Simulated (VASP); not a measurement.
V: equation of state with PBEsol

Crystal: V.

```xyz
1
Lattice="-1.4825 1.4825 1.4825 1.4825 -1.4825 1.4825 1.4825 1.4825 -1.4825" Properties=species:S:1:pos:R:3 pbc="T T T"
V     0.0000    0.0000    0.0000
```

| Property | Result |
| --- | --- |
| Program | VASP 6.6.1 |
| Task | equation of state |
| Functional | PBEsol |
| Potentials or basis | VASP PAW PBE potentials, release 64 (V_sv) |
| Cutoff | 520 eV |
| k mesh | 10 × 10 × 10 |
| Occupations | fermi-dirac, width 0.05 eV |
| Spin | collinear spin, ferromagnetic start |
| Starting moments | [2.0] μB |
| Ladder | gaps |
| Further INCAR settings | ALGO = Normal; EDIFF = 1e-06 |

```yaml
Equilibrium_volume: 13.05 Å³/atom
Bulk_modulus: 199 GPa
Pressure_derivative_of_the_bulk_modulus: "3.6 (rough: it moves with the points fitted)"
```

Energy against volume, from the lowest point:
```tsv
volume (Å³/atom)	energy (meV/atom)
12.512	14.39
12.773	3.64
13.034	0.00
13.294	2.85
13.555	11.62
```

All runs of the series together: 84 s on 1 thread of Intel(R) Xeon(R) Platinum 8488C (Sapphire Rapids), with other jobs on the host.

Caveat: the PAW data sets were made with another functional, which shifts forces and pressure a little.
